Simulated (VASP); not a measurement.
# Ge (Fd-3m) in VASP: relaxation of cell and atoms with LDA

Aim: the relaxation of cell and atoms of Ge with LDA.

All numbers are computed with VASP 6.6.1; they aren't measurements. Logs are shortened: lines on timing, memory, paths and dates and some standing lists are left out, and cuts for length are marked.

## Step 1: Starting point

It takes space group Fd-3m (No. 227, cubic). The conventional cell has a = 5.645 Å, b = 5.645 Å, c = 5.645 Å, α = 90.00°, β = 90.00°, γ = 90.00°. Ge (site symmetry -43m) has 4 Ge at 2.44 Å as nearest neighbours.

## Step 2: Relaxation of cell and atoms, LDA

INCAR

```
SYSTEM = Ge
PREC     = Accurate       ! precision mode
ENCUT    = 600            ! plane-wave cutoff, eV
EDIFF    = 1E-6           ! SCF threshold, eV
ISMEAR   = 0              ! smearing method
SIGMA    = 0.02           ! smearing width, eV
LREAL    = .False.        ! projectors in reciprocal space
LASPH    = .True.         ! aspherical terms in the spheres
NELM     = 60             ! most SCF steps
ALGO     = Normal         ! electronic algorithm
ISIF     = 3              ! what is computed and relaxed
LWAVE    = .False.        ! write WAVECAR
LCHARG   = .False.        ! write CHGCAR
GGA      = CA             ! functional
IBRION   = 2              ! ionic algorithm
NSW      = 40             ! ionic steps
EDIFFG   = -0.01          ! ionic threshold
```

KPOINTS

```
Automatic mesh
0
Gamma
  8 8 8
  0 0 0
```

POSCAR

```
Ge
1.0
    0.0000000000      2.8225000000      2.8225000000
    2.8225000000      0.0000000000      2.8225000000
    2.8225000000      2.8225000000      0.0000000000
Ge
2
Direct
    0.0000000000      0.0000000000      0.0000000000
    0.2500000000      0.2500000000      0.2500000000
```

Potentials or basis: VASP PAW LDA potentials, release 64 (Ge_d).

Command:

```
cat potpaw_LDA.64/Ge_d/POTCAR > POTCAR
mpirun -np 1 vasp_std > vasp.out
```

OUTCAR:

```text
SYSTEM = Ge
   PREC = Accurate
   ENCUT = 600
   EDIFF = 1E-6
   ISMEAR = 0
   LREAL = .False.
   LASPH = .True.
   NELM = 60
   ISIF = 3
   GGA = CA
   IBRION = 2
   NSW = 40
   EDIFFG = -0.01

 ion  position               nearest neighbor table
   1  0.000  0.000  0.000-   2 2.44   2 2.44   2 2.44   2 2.44
   2  0.250  0.250  0.250-   1 2.44   1 2.44   1 2.44   1 2.44

  LATTYP: Found a face centered cubic cell.
 ALAT       =     5.6450000000

  Lattice vectors:

 A1 = (   0.0000000000,   2.8225000000,   2.8225000000)
 A2 = (   2.8225000000,   0.0000000000,   2.8225000000)
 A3 = (   2.8225000000,   2.8225000000,   0.0000000000)

Analysis of symmetry for initial positions (statically):
=====================================================================
 Subroutine PRICEL returns:
 Original cell was already a primitive cell.

 Routine SETGRP: Setting up the symmetry group for a
 face centered cubic supercell.

 Subroutine GETGRP returns: Found 48 space group operations
 (whereof 24 operations were pure point group operations)
 out of a pool of 48 trial point group operations.

The static configuration has the point symmetry T_d .
 The point group associated with its full space group is O_h .

Analysis of symmetry for dynamics (positions and initial velocities):
=====================================================================
 Subroutine PRICEL returns:
 Original cell was already a primitive cell.

 Routine SETGRP: Setting up the symmetry group for a
 face centered cubic supercell.

 Subroutine GETGRP returns: Found 48 space group operations
 (whereof 24 operations were pure point group operations)
 out of a pool of 48 trial point group operations.

The dynamic configuration has the point symmetry T_d .
 The point group associated with its full space group is O_h .

 Subroutine INISYM returns: Found 48 space group operations
 (whereof 24 operations are pure point group operations),
 and found     1 'primitive' translations

----------------------------------------------------------------------------------------

                                     Primitive cell

  volume of cell :      44.9709

  direct lattice vectors                    reciprocal lattice vectors
     0.000000000  2.822500000  2.822500000    -0.177147919  0.177147919  0.177147919
     2.822500000  0.000000000  2.822500000     0.177147919 -0.177147919  0.177147919
     2.822500000  2.822500000  0.000000000     0.177147919  0.177147919 -0.177147919

  length of vectors
     3.991617780  3.991617780  3.991617780     0.306829195  0.306829195  0.306829195

  position of ions in fractional coordinates (direct lattice)
     0.000000000  0.000000000  0.000000000
     0.250000000  0.250000000  0.250000000

  ion indices of the primitive-cell ions
   primitive index   ion index
                 1           1
                 2           2

----------------------------------------------------------------------------------------

 KPOINTS: Automatic mesh

Automatic generation of k-mesh.
 Grid dimensions read from file:
 generate k-points for:    8    8    8

 Generating k-lattice:

  Cartesian coordinates                     Fractional coordinates (reciprocal lattice)
    -0.022143490  0.022143490  0.022143490     0.125000000  0.000000000  0.000000000
     0.022143490 -0.022143490  0.022143490     0.000000000  0.125000000  0.000000000
     0.022143490  0.022143490 -0.022143490     0.000000000  0.000000000  0.125000000

  Length of vectors
     0.038353649  0.038353649  0.038353649

  Shift w.r.t. Gamma in fractional coordinates (k-lattice)
     0.000000000  0.000000000  0.000000000

 Subroutine IBZKPT returns following result:
 ===========================================

 Found     29 irreducible k-points:

 Following reciprocal coordinates:
            Coordinates               Weight
  0.000000  0.000000  0.000000      1.000000
  0.125000  0.000000  0.000000      8.000000
  0.250000  0.000000  0.000000      8.000000
  0.375000  0.000000  0.000000      8.000000
  0.500000  0.000000  0.000000      4.000000
  0.125000  0.125000  0.000000      6.000000
[... 16 lines left out ...]
  0.500000  0.250000  0.125000     48.000000
 -0.375000  0.250000  0.125000     24.000000
 [... further k-points ...]
   k-points           NKPTS =     29   k-points in BZ     NKDIM =     29   number of bands    NBANDS=     18
   number of dos      NEDOS =    301   number of ions     NIONS =      2
   total plane-waves  NPLWV =  32768
   dimension x,y,z NGX =    32 NGY =   32 NGZ =   32
   dimension x,y,z NGXF=    64 NGYF=   64 NGZF=   64
   ions per type =               2
   NGX,Y,Z   is equivalent  to a cutoff of  13.33, 13.33, 13.33 a.u.
   NGXF,Y,Z  is equivalent  to a cutoff of  26.66, 26.66, 26.66 a.u.
 SYSTEM =  Ge
   PREC   = accura    normal or accurate (medium, high low for compatibility)
   ISTART =      0    job   : 0-new  1-cont  2-samecut
   ICHARG =      2    charge: 1-file 2-atom 10-const
   ISPIN  =      1    spin polarized calculation?
   LNONCOLLINEAR =      F non collinear calculations
   LSORBIT =      F    spin-orbit coupling
   LASPH  =      T    aspherical Exc in radial PAW
   ENCUT  =  600.0 eV  44.10 Ry    6.64 a.u.   7.97  7.97  7.97*2*pi/ulx,y,z
   NELM   =     60;   NELMIN=  2; NELMDL= -5     # of ELM steps
   EDIFF  = 0.1E-05   stopping-criterion for ELM
   LREAL  =      F    real-space projection
   EDIFFG = -.1E-01   stopping-criterion for IOM
   NSW    =     40    number of steps for IOM
   IBRION =      2    ionic relax: 0-MD 1-quasi-New 2-CG
   NFREE  =      1    steps in history (QN), initial steepest desc. (CG)
   ISIF   =      3    stress and relaxation
   ISYM   =      2    0-nonsym 1-usesym 2-fastsym
   POTIM  = 0.5000    time-step for ionic-motion
   TEBEG  =    0.0;   TEEND  =   0.0 temperature during run
   PSTRESS=    0.0 pullay stress
   NELECT =      28.0000    total number of electrons
   NUPDOWN=      -1.0000    fix difference up-down
   EMIN   =  10.00;   EMAX   =-10.00  energy-range for DOS
   EFERMI =   0.00;   METHOD = LEGACY
   ISMEAR =     0;   SIGMA  =   0.02  broadening in eV -4-tet -1-fermi 0-gaus
   EFERMI_NEDOS =   21; number of points for ismear=-14 and -15
   IALGO  =     38    algorithm
   IMIX   =      4    mixing-type and parameters
     AMIX     =   0.40;   BMIX     =  1.00
     AMIX_MAG =   1.60;   BMIX_MAG =  1.00
  volume/ion in A,a.u.               =      22.49       151.74
  Fermi-wavevector in a.u.,A,eV,Ry     =   1.397924  2.641693 26.588389  1.954191
  Thomas-Fermi vector in A             =   2.521133
   LORBIT       =      0    0 simple, 1 ext, 2 COOP (PROOUT), +10 PAW based schemes
   GGA     = CA    functional components
   LHFCALC =     F    Hartree Fock is set to
   AEXX    =    0.0000 exact exchange contribution
   IVDW    =     0    specifies the selected vdW correction
   LEPSILON=     F    determine dielectric tensor
   LRPA    =     F    only Hartree local field effects (RPA)
 conjugate gradient relaxation of ions
 non-spin polarized calculation
 Gauss-broadening in eV      SIGMA  =   0.02
  energy-cutoff  :      600.00
  volume of cell :       44.97
 maximum number of plane-waves:      1524
   NGX = 15   NGY = 15   NGZ = 15

--------------------------------------- Ionic step        1  -------------------------------------------

 number of electron      28.0000007 magnetization

 Free energy of the ion-electron system (eV)
  ---------------------------------------------------
  ext. energy  EPLUGINS =         0.00000000
  ---------------------------------------------------
  free energy    TOTEN  =       -10.37939078 eV

  energy without entropy =      -10.37933052  energy(sigma->0) =      -10.37936065

------------------------ aborting loop because EDIFF is reached ----------------------------------------

  FORCE on cell =-STRESS in cart. coord.  units (eV):
  Direction    XX          YY          ZZ          XY          YZ          ZX
  --------------------------------------------------------------------------------------
  -------------------------------------------------------------------------------------
  Total       -0.2013726     -0.2013726     -0.2013726     -0.0000000     -0.0000000      0.0000000
  in kB       -7.1742913     -7.1742913     -7.1742913     -0.0000000     -0.0000000      0.0000000
  external PRESSURE =      -7.1742913 kB  Pullay stress =       0.0000000 kB
[... 57 lines left out ...]
  energy  without entropy=      -10.3802766629  energy(sigma->0) =      -10.38028351

--------------------------------------- Ionic step        3  -------------------------------------------

 number of electron      27.9999995 magnetization

 Free energy of the ion-electron system (eV)
  ---------------------------------------------------
  ext. energy  EPLUGINS =         0.00000000
  ---------------------------------------------------
  free energy    TOTEN  =       -10.38039871 eV

  energy without entropy =      -10.38034074  energy(sigma->0) =      -10.38036973

 E-fermi :   4.9163     XC(G=0): -10.3712

 val. band max:        4.9008482720   @ k =   0.0000   0.0000   0.0000
 cond. band min:       4.9193951932   @ k =   0.0000   0.0000   0.0000
 fundamental gap:      0.0185469212
 Fermi energy:         4.9162794147

 k-point     1 :       0.0000    0.0000    0.0000
  band No.  band energies     occupation
      1     -20.0644      2.00000
      2     -20.0644      2.00000
      3     -20.0644      2.00000
      4     -20.0264      2.00000
      5     -20.0264      2.00000
      6     -19.8059      2.00000
[... 10 lines left out ...]
     17       7.4345      0.00000
     18       7.4345      0.00000
[... 466 lines left out ...]
      2     -20.0999      2.00000
      3     -20.0138      2.00000
      4     -19.9612      2.00000
      5     -19.9467      2.00000
      6     -19.8896      2.00000
[... 10 lines left out ...]
     17      10.7103      0.00000
     18      11.8429      0.00000

 [... further k-points ...]

------------------------ aborting loop because EDIFF is reached ----------------------------------------

  FORCE on cell =-STRESS in cart. coord.  units (eV):
  Direction    XX          YY          ZZ          XY          YZ          ZX
  --------------------------------------------------------------------------------------
  -------------------------------------------------------------------------------------
  Total       -0.0038884     -0.0038884     -0.0038884     -0.0000000     -0.0000000      0.0000000
  in kB       -0.1400560     -0.1400560     -0.1400560     -0.0000000     -0.0000000      0.0000000
  external PRESSURE =      -0.1400560 kB  Pullay stress =       0.0000000 kB
[... 17 lines left out ...]
  FREE ENERGIE OF THE ION-ELECTRON SYSTEM (eV)
  ---------------------------------------------------
  free  energy   TOTEN  =       -10.3803987104 eV

  energy  without entropy=      -10.3803407441  energy(sigma->0) =      -10.38036973

 reached required accuracy - stopping structural energy minimisation
```

Run time: 29 s. Hardware: 1 thread of Intel Xeon Platinum 8259CL at 2.50GHz (Skylake/Cascade Lake), shared host; peak memory 0.16 GiB.

What came out:

```yaml
Free_energy: -10.3804 eV
Relaxed_volume: 22.24 Å³/atom
Relaxed_cell: a = 3.977 Å, b = 3.977 Å, c = 3.977 Å, α = 60.00°, β = 60.00°, γ = 60.00°
Space_group_after_relaxing_to_0.05_Å: Fd-3m (No. 227)
Energy_gained_by_relaxing: 0.5 meV/atom
Ionic_steps: 3
Pressure_after_relaxing: 0.0 GPa
Band_gap_on_the_k_mesh: 0.02 eV, direct
```

The path:
```
step  energy change (eV)  largest force (eV/Å)  pressure (GPa)  volume (Å³)
   1              0.0000                0.0000           -0.72        44.97
   2             -0.0009                0.0000            0.13        44.32
   3             -0.0010                0.0000           -0.01        44.48
```

Final structure:
```xyz
2
Lattice="0.0000 2.8122 2.8122 2.8122 0.0000 2.8122 2.8122 2.8122 0.0000" Properties=species:S:1:pos:R:3 pbc="T T T"
Ge    0.0000    0.0000    0.0000
Ge    1.4061    1.4061    1.4061
```
